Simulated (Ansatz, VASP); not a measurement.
**ZnO: VASP beside Ansatz**

File INCAR:

```
PREC = Accurate
ENCUT = 520
EDIFF = 1E-6
ISMEAR = 0
SIGMA = 0.1
LREAL = False
LASPH = True
NELM = 100
ALGO = Normal
ISIF = 2
LWAVE = False
LCHARG = True
GGA = PE
LELF = True
LVHAR = True
NBANDS = 26
```

File KPOINTS:

```
regular mesh
0
Gamma
  6 6 4
```

Contents of POSCAR:

```
ZnO
1.0
    3.2879672100      0.0000000000      0.0000000000
   -1.6439836000      2.8474631300      0.0000000000
    0.0000000000      0.0000000000      7.1304411900
Zn O
2 2
Direct
    0.0000000000      0.0000000000      0.7500000000
    0.0000000000      0.0000000000      0.2500000000
    0.3333333300      0.6666666700      0.2500000000
    0.6666666700      0.3333333300      0.7500000000
```

Input for Ansatz:

```yaml
crystal:
  lattice:
    - [3.28796721, 0.0, 0.0]
    - [-1.6439836, 2.84746313, 0.0]
    - [0.0, 0.0, 7.13044119]
  atoms:
    - { symbol: Zn, position: [0.0, 0.0, 0.75] }
    - { symbol: Zn, position: [0.0, 0.0, 0.25] }
    - { symbol: O, position: [0.33333333, 0.66666667, 0.25] }
    - { symbol: O, position: [0.66666667, 0.33333333, 0.75] }
basis:
  ecutwfc: 420
kpoints:
  mp_grid: { grid: [6, 6, 4] }
hamiltonian:
  xc: pbe
scf:
  occupations: { method: gaussian, width: 0.1 }
  lower_state_search: "off"
output:
  forces: true
  stress: true
  eigenvalues: true
```

Alike in both runs: task single point; functional PBE; k mesh 6 × 6 × 4; occupations gaussian, width 0.1 eV; no spin polarisation.

|  | VASP | Ansatz |
| --- | --- | --- |
| version | VASP 6.6.1 | Ansatz 0.2.0 |
| potentials or method | VASP PAW PBE potentials, release 64 (Zn, O) | scalar-relativistic, plane waves, PAW |
| plane-wave cutoff (eV) | 520 | 420 |
| valence electrons in the cell | 36 | 36 |

|  | VASP | Ansatz | Ansatz less VASP |
| --- | --- | --- | --- |
| gap on the k mesh at the Fermi level (eV) | 0.82 | 0.82 | -0.001 |
| least direct gap on the mesh (eV) | 0.82 | 0.82 | -0.001 |
| pressure (GPa) | 0.1 | -0.7 | -0.79 |
| largest component of the traceless stress (GPa) | 0.14 | 0.97 | +0.828 |

The functional is the same, so the differences come from potentials, cutoffs and numerics.

A k mesh can miss the band edges. A hybrid or GW would open this gap; PBE tends to underestimate it.
